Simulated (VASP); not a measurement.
# CoO (P3m1) in VASP: further runs

Runs on CoO. Level: PBE. Tasks: single point.

Program: VASP 6.6.1. These are calculated values, not measurements. Logs are shortened: lines on timing, memory, paths and dates and some standing lists are left out, and cuts for length are marked.

**1. The crystal as given**

It takes space group P6_3mc (No. 186, hexagonal). The conventional cell has a = 3.198 Å, b = 3.198 Å, c = 5.229 Å, α = 90.00°, β = 90.00°, γ = 120.00°. Co (site symmetry 3m) is surrounded by 4 O at 1.93 to 1.97 Å. O (site symmetry 3m) has 4 Co at 1.93 to 1.97 Å as nearest neighbours.

Measurements of this composition are mostly on another form, of space group No. 225.

**2. Single point, PBE, collinear spin, ferromagnetic start**

INCAR

```
PREC = Accurate
ENCUT = 400
EDIFF = 1E-6
ISMEAR = 0
SIGMA = 0.05
LREAL = F
LASPH = T
NELM = 100
ALGO = Normal
ISIF = 2
LWAVE = F
LCHARG = F
ISPIN = 2
MAGMOM = 2 2 0 0
LORBIT = 11
LMAXMIX = 4
GGA = PE
NBANDS = 27
ADDGRID = F
```

KPOINTS

```
Automatic mesh
0
Gamma
  10 10 6
```

POSCAR

```
CoO
1.0
    3.1976457435      0.0000000000      0.0000000000
   -1.5988228718      2.7692424462      0.0000000000
    0.0000000000      0.0000000000      5.2287097100
Co O
2 2
Direct
    0.3333333333      0.6666666667      0.5033624100
    0.0000000000      0.0000000000      0.0034741400
    0.3333333333      0.6666666667      0.8715556000
    0.0000000000      0.0000000000      0.3716088500
```

Potentials or basis: VASP PAW PBE potentials, release 64 (Co, O).

Command:

```
cat potpaw_PBE.64/Co/POTCAR potpaw_PBE.64/O/POTCAR > POTCAR
mpirun -np 1 vasp_std > vasp.out
```

OUTCAR:

```text
PREC = Accurate
   ENCUT = 400
   EDIFF = 1E-6
   ISMEAR = 0
   LREAL = F
   LASPH = T
   NELM = 100
   ISIF = 2
   ISPIN = 2
   LORBIT = 11
   GGA = PE

 Found     72 irreducible k-points:

 Following reciprocal coordinates:
            Coordinates               Weight
  0.000000  0.000000  0.000000      1.000000
  0.100000  0.000000  0.000000      6.000000
  0.200000  0.000000  0.000000      6.000000
  0.300000  0.000000  0.000000      6.000000
  0.400000  0.000000  0.000000      6.000000
  0.500000  0.000000  0.000000      3.000000
   k-points           NKPTS =     72   k-points in BZ     NKDIM =     72   number of bands    NBANDS=     27
   number of dos      NEDOS =    301   number of ions     NIONS =      4
   total plane-waves  NPLWV =  20736
   dimension x,y,z NGX =    24 NGY =   24 NGZ =   36
   dimension x,y,z NGXF=    48 NGYF=   48 NGZF=   72
   ions per type =               2   2
   NGX,Y,Z   is equivalent  to a cutoff of  12.48, 12.48, 11.45 a.u.
   NGXF,Y,Z  is equivalent  to a cutoff of  24.96, 24.96, 22.89 a.u.
 SYSTEM =  unknown system
   PREC   = accura    normal or accurate (medium, high low for compatibility)
   ISTART =      0    job   : 0-new  1-cont  2-samecut
   ICHARG =      2    charge: 1-file 2-atom 10-const
   ISPIN  =      2    spin polarized calculation?
   LNONCOLLINEAR =      F non collinear calculations
   LSORBIT =      F    spin-orbit coupling
   LASPH  =      T    aspherical Exc in radial PAW
   ENCUT  =  400.0 eV  29.40 Ry    5.42 a.u.   5.21  5.21  8.53*2*pi/ulx,y,z
   NELM   =    100;   NELMIN=  2; NELMDL= -5     # of ELM steps
   EDIFF  = 0.1E-05   stopping-criterion for ELM
   LREAL  =      F    real-space projection
   EDIFFG = 0.1E-04   stopping-criterion for IOM
   NSW    =      0    number of steps for IOM
   IBRION =     -1    ionic relax: 0-MD 1-quasi-New 2-CG
   NFREE  =      0    steps in history (QN), initial steepest desc. (CG)
   ISIF   =      2    stress and relaxation
   ISYM   =      2    0-nonsym 1-usesym 2-fastsym
   POTIM  = 0.5000    time-step for ionic-motion
   TEBEG  =    0.0;   TEEND  =   0.0 temperature during run
   PSTRESS=    0.0 pullay stress
   NELECT =      30.0000    total number of electrons
   NUPDOWN=      -1.0000    fix difference up-down
   EMIN   =  10.00;   EMAX   =-10.00  energy-range for DOS
   EFERMI =   0.00;   METHOD = LEGACY
   ISMEAR =     0;   SIGMA  =   0.05  broadening in eV -4-tet -1-fermi 0-gaus
   EFERMI_NEDOS =   21; number of points for ismear=-14 and -15
   IALGO  =     38    algorithm
   IMIX   =      4    mixing-type and parameters
     AMIX     =   0.40;   BMIX     =  1.00
     AMIX_MAG =   1.60;   BMIX_MAG =  1.00
  volume/ion in A,a.u.               =      11.58        78.11
  Fermi-wavevector in a.u.,A,eV,Ry     =   1.416620  2.677023 27.304329  2.006812
  Thomas-Fermi vector in A             =   2.537935
   LORBIT       =     11    0 simple, 1 ext, 2 COOP (PROOUT), +10 PAW based schemes
   GGA     = PE    functional components
   LHFCALC =     F    Hartree Fock is set to
   AEXX    =    0.0000 exact exchange contribution
   IVDW    =     0    specifies the selected vdW correction
   LEPSILON=     F    determine dielectric tensor
   LRPA    =     F    only Hartree local field effects (RPA)
 spin polarized calculation
 Gauss-broadening in eV      SIGMA  =   0.05
  energy-cutoff  :      400.00
  volume of cell :       46.30
 maximum number of plane-waves:       852
 NGX is ok and might be reduce to    24
   NGX = 11   NGY = 11   NGZ = 17

 number of electron      30.0000009 magnetization       5.9146060

 Free energy of the ion-electron system (eV)
  ---------------------------------------------------
  ext. energy  EPLUGINS =         0.00000000
  ---------------------------------------------------
  free energy    TOTEN  =       -26.64870250 eV

  energy without entropy =      -26.64649916  energy(sigma->0) =      -26.64760083

 E-fermi :   6.0412     XC(G=0): -11.1080

 val. band max:        6.0332808765   @ k =   0.1000   0.1000   0.0000
 cond. band min:       6.0468195955   @ k =   0.3000   0.3000   0.1667
 fundamental gap:      0.0135387191
 Fermi energy:         6.0412026938

 spin component 1

 k-point     1 :       0.0000    0.0000    0.0000
  band No.  band energies     occupation
      1     -13.9663      1.00000
      2     -13.3383      1.00000
      3      -1.0013      1.00000
      4      -0.2203      1.00000
      5      -0.0610      1.00000
      6      -0.0610      1.00000
[... 19 lines left out ...]
     26      20.7797      0.00000
     27      22.1593      0.00000

 k-point     2 :       0.1000    0.0000    0.0000
  band No.  band energies     occupation
      1     -13.9159      1.00000
      2     -13.3166      1.00000
      3      -0.9040      1.00000
      4      -0.2158      1.00000
      5      -0.1593      1.00000
      6      -0.0298      1.00000
[... 19 lines left out ...]
     26      21.0100      0.00000
     27      21.7632      0.00000

 k-point     3 :       0.2000    0.0000    0.0000
  band No.  band energies     occupation
      1     -13.7800      1.00000
      2     -13.2613      1.00000
      3      -0.6830      1.00000
      4      -0.4462      1.00000
      5      -0.0917      1.00000
      6       0.0493      1.00000
[... 19 lines left out ...]
     26      20.8239      0.00000
     27      21.3563      0.00000

 k-point     4 :       0.3000    0.0000    0.0000
  band No.  band energies     occupation
      1     -13.5985      1.00000
      2     -13.2002      1.00000
      3      -0.7878      1.00000
      4      -0.3317      1.00000
      5      -0.1056      1.00000
      6       0.1386      1.00000
[... 19 lines left out ...]
     26      20.1885      0.00000
     27      22.1650      0.00000

 k-point     5 :       0.4000    0.0000    0.0000
  band No.  band energies     occupation
      1     -13.4314      1.00000
      2     -13.1682      1.00000
      3      -0.8611      1.00000
      4      -0.4942      1.00000
      5       0.0642      1.00000
      6       0.2001      1.00000
[... 19 lines left out ...]
     26      20.0225      0.00000
     27      22.5089      0.00000

 k-point     6 :       0.5000    0.0000    0.0000
  band No.  band energies     occupation
      1     -13.3556      1.00000
      2     -13.1686      1.00000
      3      -0.7985      1.00000
      4      -0.6717      1.00000
      5       0.1384      1.00000
      6       0.2211      1.00000
[... 19 lines left out ...]
     26      20.0666      0.00000
     27      22.4947      0.00000

 [... further k-points ...]

 spin component 2

 k-point     1 :       0.0000    0.0000    0.0000
  band No.  band energies     occupation
      1     -13.4034      1.00000
      2     -12.7429      1.00000
      3      -0.4577      1.00000
      4       1.0955      1.00000
      5       1.2445      1.00000
      6       1.2445      1.00000
[... 19 lines left out ...]
     26      21.2987      0.00000
     27      23.2410      0.00000

 k-point     2 :       0.1000    0.0000    0.0000
  band No.  band energies     occupation
      1     -13.3509      1.00000
      2     -12.7199      1.00000
      3      -0.3609      1.00000
      4       1.0210      1.00000
      5       1.1273      1.00000
      6       1.2599      1.00000
[... 19 lines left out ...]
     26      21.6421      0.00000
     27      22.5132      0.00000

 k-point     3 :       0.2000    0.0000    0.0000
  band No.  band energies     occupation
      1     -13.2086      1.00000
      2     -12.6613      1.00000
      3      -0.1025      1.00000
      4       0.5712      1.00000
      5       0.9715      1.00000
      6       1.2125      1.00000
[... 19 lines left out ...]
     26      21.5814      0.00000
     27      21.8806      0.00000

 k-point     4 :       0.3000    0.0000    0.0000
  band No.  band energies     occupation
      1     -13.0179      1.00000
      2     -12.5964      1.00000
      3       0.0577      1.00000
      4       0.3058      1.00000
      5       0.6248      1.00000
      6       1.2856      1.00000
[... 19 lines left out ...]
     26      20.9109      0.00000
     27      22.8453      0.00000

 k-point     5 :       0.4000    0.0000    0.0000
  band No.  band energies     occupation
      1     -12.8413      1.00000
      2     -12.5624      1.00000
      3      -0.1391      1.00000
      4       0.1643      1.00000
      5       0.6945      1.00000
      6       1.3333      1.00000
[... 19 lines left out ...]
     26      20.7136      0.00000
     27      23.3805      0.00000

 k-point     6 :       0.5000    0.0000    0.0000
  band No.  band energies     occupation
      1     -12.7606      1.00000
      2     -12.5629      1.00000
      3      -0.1906      1.00000
      4       0.0173      1.00000
      5       0.8056      1.00000
      6       1.3429      1.00000
[... 19 lines left out ...]
     26      20.7656      0.00000
     27      23.3987      0.00000

 [... further k-points ...]

------------------------ aborting loop because EDIFF is reached ----------------------------------------

  FORCE on cell =-STRESS in cart. coord.  units (eV):
  Direction    XX          YY          ZZ          XY          YZ          ZX
  --------------------------------------------------------------------------------------
  -------------------------------------------------------------------------------------
  Total       -1.1232128     -1.1232128     -0.1848271      0.0000000     -0.0000000     -0.0000000
  in kB      -38.8675138    -38.8675138     -6.3957352      0.0000000     -0.0000000     -0.0000000
  external PRESSURE =     -28.0435876 kB  Pullay stress =       0.0000000 kB

 VOLUME and BASIS-vectors are now :
 -----------------------------------------------------------------------------
  energy-cutoff  :      400.00
  volume of cell :       46.30
      direct lattice vectors                 reciprocal lattice vectors
     3.197645743  0.000000000  0.000000000     0.312730077  0.180554794  0.000000000
    -1.598822872  2.769242446  0.000000000     0.000000000  0.361109588  0.000000000
     0.000000000  0.000000000  5.228709710     0.000000000  0.000000000  0.191251773

 POSITION                                       TOTAL-FORCE (eV/Angst)
 -----------------------------------------------------------------------------------
     -0.00000      1.84616      2.63194        -0.000000      0.000000     -0.303540
      0.00000      0.00000      0.01817        -0.000000      0.000000     -0.310455
     -0.00000      1.84616      4.55711         0.000000     -0.000000      0.307762
      0.00000      0.00000      1.94303         0.000000      0.000000      0.306233
 -----------------------------------------------------------------------------------
    total drift:                               -0.000000     -0.000001     -0.002443

  FREE ENERGIE OF THE ION-ELECTRON SYSTEM (eV)
  ---------------------------------------------------
  free  energy   TOTEN  =       -26.6487024955 eV

  energy  without entropy=      -26.6464991620  energy(sigma->0) =      -26.64760083

 total charge

# of ion       s       p       d       tot
------------------------------------------
    1        0.349   0.435   7.185   7.969
    2        0.349   0.434   7.185   7.968
    3        1.575   3.463   0.000   5.038
    4        1.575   3.463   0.000   5.038
--------------------------------------------------
tot          3.848   7.795  14.370  26.013

 magnetization (x)

# of ion       s       p       d       tot
------------------------------------------
    1        0.016   0.060   2.441   2.518
    2        0.016   0.060   2.441   2.518
    3        0.022   0.297   0.000   0.319
    4        0.022   0.296   0.000   0.319
--------------------------------------------------
tot          0.077   0.713   4.883   5.673
```

Run time: 58 s. Hardware: 1 thread of Intel Xeon 6975P-C (Granite Rapids), shared host; peak memory 0.23 GiB.

These settings aren't checked as converged: the numbers below hold their error.

Results:

| Quantity | Value |
| --- | --- |
| Free energy | -26.6487 eV |
| Largest force | 0.310 eV/Å |
| Band gap on the k mesh | none (metal or under the smearing width) |
| Net moment | 5.91 μB per cell |
| Site moments | Co +2.52; O +0.32 μB |
| Valence electrons inside the program's atomic spheres | Co 7.97; O 5.04 |

Caveat: the cutoff is under 1.25 times the usual one of these potentials, so pressure, stress and relaxed cells hold a basis-set (Pulay) error; semilocal functionals often make such compounds metallic where correlation or magnetic order opens a gap, which also shifts bond lengths.

**3. Single point, PBE, collinear spin, ferromagnetic start**

INCAR is that of step 2.

KPOINTS is that of step 2.

POSCAR

```
CoO
1.0
    3.1976457435      0.0000000000      0.0000000000
   -1.5988228718      2.7692424462      0.0000000000
    0.0000000000      0.0000000000      5.2287097100
Co O
2 2
Direct
    0.3365030000      0.6381030000      0.5003980000
    0.0481210000      0.0161470000     -0.0014250000
    0.3062570000      0.6452830000      0.8672390000
    0.0541720000      0.0112240000      0.3867870000
```

Potentials or basis: VASP PAW PBE potentials, release 64 (Co, O).

Command:

```
cat potpaw_PBE.64/Co/POTCAR potpaw_PBE.64/O/POTCAR > POTCAR
mpirun -np 1 vasp_std > vasp.out
```

OUTCAR:

```text
PREC = Accurate
   ENCUT = 400
   EDIFF = 1E-6
   ISMEAR = 0
   LREAL = F
   LASPH = T
   NELM = 100
   ISIF = 2
   ISPIN = 2
   LORBIT = 11
   GGA = PE

 Found    304 irreducible k-points:

 Following reciprocal coordinates:
            Coordinates               Weight
  0.000000  0.000000  0.000000      1.000000
  0.100000  0.000000  0.000000      2.000000
  0.000000  0.100000  0.000000      2.000000
 -0.100000  0.100000  0.000000      2.000000
  0.200000  0.000000  0.000000      2.000000
  0.000000  0.200000  0.000000      2.000000
   k-points           NKPTS =    304   k-points in BZ     NKDIM =    304   number of bands    NBANDS=     27
   number of dos      NEDOS =    301   number of ions     NIONS =      4
   total plane-waves  NPLWV =  20736
   dimension x,y,z NGX =    24 NGY =   24 NGZ =   36
   dimension x,y,z NGXF=    48 NGYF=   48 NGZF=   72
   ions per type =               2   2
[... 438 lines left out ...]

  FORCE on cell =-STRESS in cart. coord.  units (eV):
  Direction    XX          YY          ZZ          XY          YZ          ZX
  --------------------------------------------------------------------------------------
  -------------------------------------------------------------------------------------
  Total       -1.8810155      0.9069796     -0.6927223     -1.5702656      0.3326666     -0.1437478
  in kB      -65.0904228     31.3850063    -23.9708765    -54.3372733     11.5115519     -4.9742323
  external PRESSURE =     -19.2254310 kB  Pullay stress =       0.0000000 kB

 VOLUME and BASIS-vectors are now :
 -----------------------------------------------------------------------------
  energy-cutoff  :      400.00
  volume of cell :       46.30
      direct lattice vectors                 reciprocal lattice vectors
     3.197645743  0.000000000  0.000000000     0.312730077  0.180554794  0.000000000
    -1.598822872  2.769242446  0.000000000     0.000000000  0.361109588  0.000000000
     0.000000000  0.000000000  5.228709710     0.000000000  0.000000000  0.191251773

 POSITION                                       TOTAL-FORCE (eV/Angst)
 -----------------------------------------------------------------------------------
      0.05580      1.76706      2.61644         0.434123      0.845020     -0.048456
      0.12806      0.04471      5.22126        -0.577259     -0.317140      0.513016
     -0.05239      1.78695      4.53454         0.646867      0.375168      0.329262
      0.15528      0.03108      2.02240        -0.503731     -0.903048     -0.793822
 -----------------------------------------------------------------------------------
    total drift:                               -0.000032      0.000364     -0.000143

  FREE ENERGIE OF THE ION-ELECTRON SYSTEM (eV)
  ---------------------------------------------------
  free  energy   TOTEN  =       -26.4506710409 eV

  energy  without entropy=      -26.4464675992  energy(sigma->0) =      -26.44856932

 total charge

# of ion       s       p       d       tot
------------------------------------------
    1        0.367   0.475   7.209   8.051
    2        0.344   0.422   7.200   7.966
    3        1.579   3.463   0.000   5.042
    4        1.578   3.459   0.000   5.037
--------------------------------------------------
tot          3.869   7.819  14.409  26.096

 magnetization (x)

# of ion       s       p       d       tot
------------------------------------------
    1        0.020   0.059   2.361   2.440
    2        0.023   0.050   2.353   2.427
    3        0.021   0.293   0.000   0.314
    4        0.021   0.278   0.000   0.300
--------------------------------------------------
tot          0.086   0.680   4.714   5.480
```

stdout:

```text
POSCAR found type information on POSCAR CoO
 POSCAR found :  2 types and       4 ions
 scaLAPACK will be used
 LDA part: xc-table for (Slater+PW92), standard interpolation
 POSCAR, INCAR and KPOINTS ok, starting setup
 FFT: planning ... GRIDC
 FFT: planning ... GRID_SOFT
 FFT: planning ... GRID
 WAVECAR not read
 entering main loop
```

It took 3.8 min on 1 thread of Intel Xeon 6975P-C (Granite Rapids), shared host; peak memory 0.45 GiB.

The run converged, but some of its settings lie outside the range that counts as converged, so its numbers aren't taken as properties of the crystal.

Results:

```yaml
Free_energy: -26.4507 eV
Largest_force: 1.304 eV/Å
Band_gap_on_the_k_mesh: none (metal or under the smearing width)
Net_moment: 5.68 μB per cell
Site_moments: Co +2.44, +2.43; O +0.31, +0.30 μB
Valence_electrons_inside_the_program's_atomic_spheres: Co 8.05, 7.97; O 5.04
```

Caveat: the cutoff is under 1.25 times the usual one of these potentials, so pressure, stress and relaxed cells hold a basis-set (Pulay) error; semilocal functionals often make such compounds metallic where correlation or magnetic order opens a gap, which also shifts bond lengths.

**4. Single point, PBE, collinear spin, ferromagnetic start**

Edit INCAR of step 3 so:

```diff
@@ -1,3 +1,3 @@
 PREC = Accurate
-ENCUT = 400
+ENCUT = 450
 EDIFF = 1E-6
```

KPOINTS is that of step 3.

POSCAR

```
CoO
1.0
    3.1976457435      0.0000000000      0.0000000000
   -1.5988228718      2.7692424462      0.0000000000
    0.0000000000      0.0000000000      5.2287097100
Co O
2 2
Direct
    0.3333333333      0.6666666667      0.5033624100
    0.0000000000      0.0000000000      0.0034741400
    0.3333333333      0.6666666667      0.8715556000
    0.0000000000      0.0000000000      0.3716088500
```

Command:

```
cat potpaw_PBE.64/Co/POTCAR potpaw_PBE.64/O/POTCAR > POTCAR
mpirun -np 1 vasp_std > vasp.out
```

It took 63 s on 1 thread of Intel Xeon 6975P-C (Granite Rapids), shared host; peak memory 0.24 GiB.

The run converged, but some of its settings lie outside the range that counts as converged, so its numbers aren't taken as properties of the crystal.

What came out:

| Quantity | Value |
| --- | --- |
| Free energy | -26.6244 eV |
| Largest force | 0.311 eV/Å |
| Band gap on the k mesh | none (metal or under the smearing width) |
| Net moment | 5.92 μB per cell |
| Site moments | Co +2.52; O +0.32 μB |
| Valence electrons inside the program's atomic spheres | Co 7.97; O 5.01 |

Caveat: the cutoff is under 1.25 times the usual one of these potentials, so pressure, stress and relaxed cells hold a basis-set (Pulay) error; semilocal functionals often make such compounds metallic where correlation or magnetic order opens a gap, which also shifts bond lengths.

(Part 1 of 2 ends here.)
